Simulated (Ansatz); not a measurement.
The system is MnO.

```
CELL_PARAMETERS angstrom
0.00000 2.22391 2.22391
2.22391 0.00000 2.22391
2.22391 2.22391 0.00000
ATOMIC_POSITIONS crystal
Mn 0.00000 0.00000 0.00000
O 0.50000 0.50000 0.50000
```

The cell is a database's computed one.

```yaml
Program: Ansatz 0.2.0
Task: relaxation of cell and atoms
Functional: BLYP
Potentials_or_basis: Ansatz PAW
Cutoff: "420 eV (not typed: the program's choice for these potentials)"
k_mesh: 10 × 10 × 10
Occupations: fermi-dirac, width 0.05 eV
Spin: collinear spin, ferromagnetic start
Starting_moments: "[4.0, 0.0] μB"
```

At the start: volume 11.00 Å³/atom.

Question: Where does the relaxation end?

Answer: It ends after 7 steps and the volume is 11.39 Å³/atom (+3.5 %); space group Fm-3m (No. 225, to 0.05 Å); moment 4.80 μB per cell.

The path:
```
step  energy change (eV)  largest force (eV/Å)  volume (Å³)
   1              0.0000                0.0000        22.00
   2             -0.0054                0.0000        22.39
   3             -0.0054                0.0000        22.82
   4             -0.0060                0.0000        22.73
   5             -0.0099                0.0000        22.73
   6             -0.0097                0.0000        22.78
   7             -0.0100                0.0000        22.78
```

Final structure:
```yaml
crystal:
  lattice:
    - [0.00000, 2.24989, 2.24989]
    - [2.24989, 0.00000, 2.24989]
    - [2.24989, 2.24989, 0.00000]
  atoms:
    - { symbol: Mn, position: [0.00000, 0.00000, 0.00000] }
    - { symbol: O, position: [0.50000, 0.50000, 0.50000] }
```

Caveat: the plane-wave basis is chosen anew once the cell has moved, so the energies of steps on either side of that aren't comparable; the pressure holds a Pulay correction of +0.7 GPa for the finite cutoff; a cell with one magnetic atom can't hold antiferromagnetic order, which such compounds often take; the PAW data sets come from PBE, with cores solved anew for the run's functional, which leaves a small shift of forces and pressure.
